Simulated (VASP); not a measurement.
Input of a VASP 6.6.1 run:

The input INCAR:

```
PREC = Accurate
ENCUT = 600
EDIFF = 1E-6
ISMEAR = -1
SIGMA = 0.05
LREAL = F
LASPH = T
NELM = 60
ALGO = Normal
ISIF = 3
LWAVE = F
LCHARG = F
GGA = PS
IVDW = 13
IBRION = 2
NSW = 60
EDIFFG = -0.005
```

File KPOINTS:

```
Automatic mesh
0
Gamma
  6 6 6
```

The input POSCAR:

```
MgB2
1.0
    0.0000000000      2.9936400000      2.9936400000
    2.9936400000      0.0000000000      2.9936400000
    2.9936400000      2.9936400000      0.0000000000
Mg B
2 4
Direct
    0.0000000000      0.0000000000      0.0000000000
    0.2500000000      0.2500000000      0.2500000000
    0.6250000000      0.1250000000      0.6250000000
    0.6250000000      0.6250000000      0.1250000000
    0.1250000000      0.6250000000      0.6250000000
    0.6250000000      0.6250000000      0.6250000000
```

Potentials or basis: VASP PAW PBE potentials, release 64 (Mg, B).

Launch:

```console
$ cat potpaw_PBE.64/Mg/POTCAR potpaw_PBE.64/B/POTCAR > POTCAR
$ mpirun -np 1 vasp_std > vasp.out
```

(1) What does it give for the dispersion energy per atom?

(2) What does it give for the relaxed cell?

(3) Predict the space group after relaxing (to 0.05 Å).

(4) Estimate the relaxed volume.

Results:

(1) -0.137 eV.

(2) a = 4.182 Å, b = 4.182 Å, c = 4.182 Å, α = 60.00°, β = 60.00°, γ = 60.00°.

(3) Fd-3m (No. 227).

(4) 8.62 Å³/atom.

Caveat: the PAW data sets were made with another functional, which shifts forces and pressure a little; pairwise dispersion overbinds metals, which lowers pressure and volume.
